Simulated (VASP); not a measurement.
# Se in VASP: notebook

The runs below take Se through single point, with PBE.

Everything below comes from runs of VASP 6.6.1. Logs are shortened: lines on timing, memory, paths and dates and some standing lists are left out, and cuts for length are marked.

**1. Starting point**

The cell holds a sheet with vacuum, 3 atoms: a = 3.040 Å, b = 3.040 Å, c = 34.286 Å, α = 90.00°, β = 90.00°, γ = 120.00°.

The cell was built by a generator and needn't be a form met in nature.

**2. Single point, PBE**

File INCAR:

```
PREC = Accurate ; ENCUT = 520
EDIFF = 1E-7 ; ISMEAR = 0
SIGMA = 0.1 ; LREAL = F
LASPH = T ; NELM = 100
ALGO = Fast ; ISIF = 2
LWAVE = F ; LCHARG = F
LDIPOL = T ; IDIPOL = 3
DIPOL = 0.5 0.5 0.248 ; GGA = PE
NBANDS = 16
```

File KPOINTS:

```
Automatic mesh
0
Gamma
  18 18 1
```

File POSCAR:

```
Se
1.0
    3.0397553574      0.0000001929      0.0000000000
   -1.5198778458      2.6325052643      0.0000000000
    0.0000000000      0.0000000000     34.2856965367
Se
3
Direct
    1.0000000000      0.0000000000      0.1721000909
    0.0000000000      1.0000000000      0.3237334991
    1.0000000000      0.0000000000      0.2479167950
```

Potentials or basis: VASP PAW PBE potentials, release 64 (Se).

The run is started by

```sh
$ cat potpaw_PBE.64/Se/POTCAR > POTCAR
$ mpirun -np 1 vasp_std > vasp.out
```

OUTCAR:

```text
PREC = Accurate
   ENCUT = 520
   EDIFF = 1E-7
   ISMEAR = 0
   LREAL = F
   LASPH = T
   NELM = 100
   ISIF = 2
   GGA = PE

 ion  position               nearest neighbor table
   1  0.000  0.000  0.172-   3 2.60
   2  0.000  0.000  0.324-   3 2.60
   3  0.000  0.000  0.248-   1 2.60   2 2.60

  LATTYP: Found a hexagonal cell.
 ALAT       =     3.0397553574
 C/A-ratio  =    11.2790973304

  Lattice vectors:

 A1 = (   3.0397553574,   0.0000001929,   0.0000000000)
 A2 = (  -1.5198778458,   2.6325052643,   0.0000000000)
 A3 = (   0.0000000000,   0.0000000000,  34.2856965367)

Analysis of symmetry for initial positions (statically):
=====================================================================
 Subroutine PRICEL returns:
 Original cell was already a primitive cell.

 Routine SETGRP: Setting up the symmetry group for a
 hexagonal supercell.

 Subroutine GETGRP returns: Found 24 space group operations
 (whereof 12 operations were pure point group operations)
 out of a pool of 24 trial point group operations.

The static configuration has the point symmetry C_6v.
 The point group associated with its full space group is D_6h.

Analysis of symmetry for dynamics (positions and initial velocities):
=====================================================================
 Subroutine PRICEL returns:
 Original cell was already a primitive cell.

 Routine SETGRP: Setting up the symmetry group for a
 hexagonal supercell.

 Subroutine GETGRP returns: Found 24 space group operations
 (whereof 12 operations were pure point group operations)
 out of a pool of 24 trial point group operations.

The dynamic configuration has the point symmetry C_6v.
 The point group associated with its full space group is D_6h.

 Subroutine INISYM returns: Found 24 space group operations
 (whereof 12 operations are pure point group operations),
 and found     1 'primitive' translations

----------------------------------------------------------------------------------------

                                     Primitive cell

  volume of cell :     274.3601

  direct lattice vectors                    reciprocal lattice vectors
     3.039755357  0.000000193  0.000000000     0.328973830  0.189933157  0.000000000
    -1.519877846  2.632505264  0.000000000    -0.000000024  0.379866273  0.000000000
     0.000000000  0.000000000 34.285696537     0.000000000  0.000000000  0.029166682

  length of vectors
     3.039755357  3.039755357 34.285696537     0.379866273  0.379866273  0.029166682

  position of ions in fractional coordinates (direct lattice)
     0.000000000  0.000000000  0.172100091
     0.000000000  0.000000000  0.323733499
     0.000000000  0.000000000  0.247916795

  ion indices of the primitive-cell ions
   primitive index   ion index
                 1           1
                 2           2
                 3           3

----------------------------------------------------------------------------------------

 KPOINTS: Automatic mesh

Automatic generation of k-mesh.
 Grid dimensions read from file:
 generate k-points for:   18   18    1

 Generating k-lattice:

  Cartesian coordinates                     Fractional coordinates (reciprocal lattice)
     0.018276324  0.010551842  0.000000000     0.055555556  0.000000000  0.000000000
    -0.000000001  0.021103682  0.000000000     0.000000000  0.055555556  0.000000000
     0.000000000  0.000000000  0.029166682     0.000000000  0.000000000  1.000000000

  Length of vectors
     0.021103682  0.021103682  0.029166682

  Shift w.r.t. Gamma in fractional coordinates (k-lattice)
     0.000000000  0.000000000  0.000000000

 Subroutine IBZKPT returns following result:
 ===========================================

 Found     37 irreducible k-points:

 Following reciprocal coordinates:
            Coordinates               Weight
  0.000000  0.000000  0.000000      1.000000
  0.055556  0.000000  0.000000      6.000000
  0.111111  0.000000  0.000000      6.000000
  0.166667 -0.000000  0.000000      6.000000
  0.222222  0.000000  0.000000      6.000000
  0.277778  0.000000  0.000000      6.000000
[... 16 lines left out ...]
  0.333333  0.111111  0.000000     12.000000
  0.388889  0.111111  0.000000     12.000000
 [... further k-points ...]
   k-points           NKPTS =     37   k-points in BZ     NKDIM =     37   number of bands    NBANDS=     16
   number of dos      NEDOS =    301   number of ions     NIONS =      3
   total plane-waves  NPLWV = 147456
   dimension x,y,z NGX =    24 NGY =   24 NGZ =  256
   dimension x,y,z NGXF=    48 NGYF=   48 NGZF=  512
   ions per type =               3
   NGX,Y,Z   is equivalent  to a cutoff of  13.13, 13.13, 12.41 a.u.
   NGXF,Y,Z  is equivalent  to a cutoff of  26.25, 26.25, 24.83 a.u.
 SYSTEM =  unknown system
   PREC   = accura    normal or accurate (medium, high low for compatibility)
   ISTART =      0    job   : 0-new  1-cont  2-samecut
   ICHARG =      2    charge: 1-file 2-atom 10-const
   ISPIN  =      1    spin polarized calculation?
   LNONCOLLINEAR =      F non collinear calculations
   LSORBIT =      F    spin-orbit coupling
   LASPH  =      T    aspherical Exc in radial PAW
   ENCUT  =  520.0 eV  38.22 Ry    6.18 a.u.   5.65  5.65 63.75*2*pi/ulx,y,z
   NELM   =    100;   NELMIN=  2; NELMDL= -5     # of ELM steps
   EDIFF  = 0.1E-06   stopping-criterion for ELM
   LREAL  =      F    real-space projection
   EDIFFG = 0.1E-05   stopping-criterion for IOM
   NSW    =      0    number of steps for IOM
   IBRION =     -1    ionic relax: 0-MD 1-quasi-New 2-CG
   NFREE  =      0    steps in history (QN), initial steepest desc. (CG)
   ISIF   =      2    stress and relaxation
   ISYM   =      2    0-nonsym 1-usesym 2-fastsym
   POTIM  = 0.5000    time-step for ionic-motion
   TEBEG  =    0.0;   TEEND  =   0.0 temperature during run
   PSTRESS=    0.0 pullay stress
   NELECT =      18.0000    total number of electrons
   NUPDOWN=      -1.0000    fix difference up-down
   EMIN   =  10.00;   EMAX   =-10.00  energy-range for DOS
   EFERMI =   0.00;   METHOD = LEGACY
   ISMEAR =     0;   SIGMA  =   0.10  broadening in eV -4-tet -1-fermi 0-gaus
   EFERMI_NEDOS =   21; number of points for ismear=-14 and -15
   IALGO  =     68    algorithm
   IMIX   =      4    mixing-type and parameters
     AMIX     =   0.40;   BMIX     =  1.00
     AMIX_MAG =   1.60;   BMIX_MAG =  1.00
  volume/ion in A,a.u.               =      91.45       617.16
  Fermi-wavevector in a.u.,A,eV,Ry     =   0.660276  1.247740  5.931652  0.435964
  Thomas-Fermi vector in A             =   1.732673
   LORBIT       =      0    0 simple, 1 ext, 2 COOP (PROOUT), +10 PAW based schemes
   GGA     = PE    functional components
   LHFCALC =     F    Hartree Fock is set to
   AEXX    =    0.0000 exact exchange contribution
   IVDW    =     0    specifies the selected vdW correction
   LEPSILON=     F    determine dielectric tensor
   LRPA    =     F    only Hartree local field effects (RPA)
 non-spin polarized calculation
 RMM-DIIS sequential band-by-band and
 Gauss-broadening in eV      SIGMA  =   0.10
  energy-cutoff  :      520.00
  volume of cell :      274.36
 maximum number of plane-waves:      7459
 NGX is ok and might be reduce to    24
   NGX = 11   NGY = 11   NGZ =127

 dipolmoment           0.000000      0.000000     -0.000004 electrons x Angstroem

 number of electron      18.0000001 magnetization

 dipolmoment           0.000000      0.000000      0.000002 electrons x Angstroem

 Free energy of the ion-electron system (eV)
  ---------------------------------------------------
  ext. energy  EPLUGINS =         0.00000000
  ---------------------------------------------------
  free energy    TOTEN  =        -9.26237595 eV

  energy without entropy =       -9.25719139  energy(sigma->0) =       -9.25978367

 E-fermi :  -2.7463     XC(G=0):  -2.7748

 val. band max:       -2.8103444259   @ k =   0.3889   0.0000   0.0000
 cond. band min:      -2.7187345938   @ k =   0.2778   0.0556   0.0000
 fundamental gap:      0.0916098321
 Fermi energy:        -2.7463325515

 k-point     1 :       0.0000    0.0000    0.0000
  band No.  band energies     occupation
      1     -18.5546      2.00000
      2     -17.3234      2.00000
      3     -16.1666      2.00000
      4      -8.7694      2.00000
      5      -5.6279      2.00000
      6      -2.0068      0.00000
[... 8 lines left out ...]
     15       2.3716      0.00000
     16       2.6993      0.00000

 k-point     2 :       0.0556    0.0000    0.0000
  band No.  band energies     occupation
      1     -18.5042      2.00000
      2     -17.2725      2.00000
      3     -16.1156      2.00000
      4      -8.7218      2.00000
      5      -5.5790      2.00000
      6      -1.9580      0.00000
[... 8 lines left out ...]
     15       2.4386      0.00000
     16       2.7653      0.00000

 k-point     3 :       0.1111    0.0000    0.0000
  band No.  band energies     occupation
      1     -18.3547      2.00000
      2     -17.1215      2.00000
      3     -15.9644      2.00000
      4      -8.5809      2.00000
      5      -5.4346      2.00000
      6      -2.3066      0.00000
[... 8 lines left out ...]
     15       2.6389      0.00000
     16       2.9626      0.00000

 k-point     4 :       0.1667   -0.0000    0.0000
  band No.  band energies     occupation
      1     -18.1115      2.00000
      2     -16.8754      2.00000
      3     -15.7178      2.00000
      4      -8.3531      2.00000
      5      -5.2033      2.00000
      6      -3.5690      2.00000
[... 8 lines left out ...]
     15       2.9727      0.00000
     16       3.2899      0.00000
[... 324 lines left out ...]
 k-point    22 :       0.2778    0.1111    0.0000
  band No.  band energies     occupation
      1     -16.8539      2.00000
      2     -15.5961      2.00000
      3     -14.4320      2.00000
      4      -7.2659      2.00000
      5      -7.2213      2.00000
      6      -6.1765      2.00000
[... 8 lines left out ...]
     15       4.6438      0.00000
     16       4.9652      0.00000

 k-point    23 :       0.3333    0.1111    0.0000
  band No.  band energies     occupation
      1     -16.4622      2.00000
      2     -15.1940      2.00000
      3     -14.0254      2.00000
      4      -8.1225      2.00000
      5      -7.1120      2.00000
      6      -6.8113      2.00000
[... 8 lines left out ...]
     15       5.3169      0.00000
     16       5.3467      0.00000

 k-point    24 :       0.3889    0.1111    0.0000
  band No.  band energies     occupation
      1     -16.1684      2.00000
      2     -14.8905      2.00000
      3     -13.7173      2.00000
      4      -8.7051      2.00000
      5      -7.6578      2.00000
      6      -6.6614      2.00000
[... 8 lines left out ...]
     15       5.1251      0.00000
     16       6.0815      0.00000

 [... further k-points ...]

------------------------ aborting loop because EDIFF is reached ----------------------------------------

 vacuum level on the upper side and lower side of the slab       (xc-potential included)        -0.007        -0.007

  FORCE on cell =-STRESS in cart. coord.  units (eV):
  Direction    XX          YY          ZZ          XY          YZ          ZX
  --------------------------------------------------------------------------------------
  -------------------------------------------------------------------------------------
  Total       -0.0062709     -0.0062709     -0.0202101      0.0000000     -0.0000000     -0.0000000
  in kB       -0.0366201     -0.0366201     -0.1180206      0.0000000     -0.0000000     -0.0000000
  external PRESSURE =      -0.0637536 kB  Pullay stress =       0.0000000 kB

 VOLUME and BASIS-vectors are now :
 -----------------------------------------------------------------------------
  energy-cutoff  :      520.00
  volume of cell :      274.36
      direct lattice vectors                 reciprocal lattice vectors
     3.039755357  0.000000193  0.000000000     0.328973830  0.189933157  0.000000000
    -1.519877846  2.632505264  0.000000000    -0.000000024  0.379866273  0.000000000
     0.000000000  0.000000000 34.285696537     0.000000000  0.000000000  0.029166682

 POSITION                                       TOTAL-FORCE (eV/Angst)
 -----------------------------------------------------------------------------------
      0.00000      0.00000      5.90057         0.000000     -0.000000      0.003758
      0.00000      0.00000     11.09943        -0.000000      0.000000     -0.003758
      0.00000      0.00000      8.50000        -0.000000      0.000000      0.000000
 -----------------------------------------------------------------------------------
    total drift:                               -0.000000     -0.000000      0.000021

  FREE ENERGIE OF THE ION-ELECTRON SYSTEM (eV)
  ---------------------------------------------------
  free  energy   TOTEN  =        -9.2623759494 eV

  energy  without entropy=       -9.2571913884  energy(sigma->0) =       -9.25978367

 vacuum level on the upper side and lower side of the slab         2.311         2.311
```

Wall time 3.4 min (1 thread of Intel Xeon Platinum 8488C (Sapphire Rapids), shared host); peak memory 0.43 GiB.

Results:

- Free energy: -9.2624 eV
- Largest force: 0.004 eV/Å
- Band gap on the k mesh: none (metal or under the smearing width)

Forces in eV/Å, atoms in the order of the input:
```
Se   0.000  0.000  0.004
Se   0.000  0.000 -0.004
Se   0.000  0.000  0.000
```

Levels at points of the mesh, in eV from the Fermi level:
```csv
k point,band 7,band 8,band 9,band 10,band 11,band 12
"(0.00, 0.00, 0.00)",1.87,1.87,2.79,2.79,3.46,3.46
"(0.50, 0.00, 0.00)",-3.85,-0.59,-0.25,0.71,1.46,3.01
```

**3. Single point, PBE**

File INCAR:

```
SYSTEM = Se
PREC     = Accurate       ! precision mode
ENCUT    = 520            ! plane-wave cutoff, eV
EDIFF    = 1E-6           ! SCF threshold, eV
ISMEAR   = 0              ! smearing method
SIGMA    = 0.1            ! smearing width, eV
LREAL    = .False.        ! projectors in reciprocal space
LASPH    = .True.         ! aspherical terms in the spheres
NELM     = 100            ! most SCF steps
ALGO     = Fast           ! electronic algorithm
ISIF     = 2              ! what is computed and relaxed
LWAVE    = .False.        ! write WAVECAR
LCHARG   = .True.         ! write CHGCAR
LDIPOL   = .True.       
IDIPOL   = 3            
DIPOL    = 0.5 0.5 0.248
GGA      = PE             ! functional
LELF     = .True.         ! ELF
LVHAR    = .True.       
LVACPOTAV= .True.       
NBANDS   = 16             ! bands
```

File KPOINTS:

```
Automatic mesh
0
Gamma
  18 18 1
  0 0 0
```

POSCAR is that of step 2.

Potentials or basis: VASP PAW PBE potentials, release 64 (Se).

The run is started by

```sh
$ cat potpaw_PBE.64/Se/POTCAR > POTCAR
$ mpirun -np 1 vasp_std > vasp.out
```

It took 3 min on 1 thread of Intel Xeon Platinum 8488C (Sapphire Rapids), shared host; peak memory 0.44 GiB.

Results (log left out):

| Quantity | Value |
| --- | --- |
| Free energy | -9.2624 eV |
| Largest force | 0.003 eV/Å |
| Band gap on the k mesh | none (metal or under the smearing width) |
| Work function of the upper face | 5.06 eV |
| Work function of the lower face | 5.06 eV |

Forces on the atoms (eV/Å):
```
Se   0.000  0.000  0.003
Se   0.000  0.000 -0.003
Se   0.000  0.000  0.000
```

Levels at points of the mesh, in eV from the Fermi level:
| k point | band 6 | band 7 | band 8 | band 9 | band 10 | band 11 | band 12 | band 13 |
| --- | --- | --- | --- | --- | --- | --- | --- | --- |
| (0.00, 0.00, 0.00) | 0.74 | 1.87 | 1.87 | 2.79 | 2.79 | 3.46 | 3.46 | 4.55 |
| (0.50, 0.00, 0.00) | -4.30 | -3.85 | -0.59 | -0.25 | 0.71 | 1.46 | 3.01 | 4.47 |
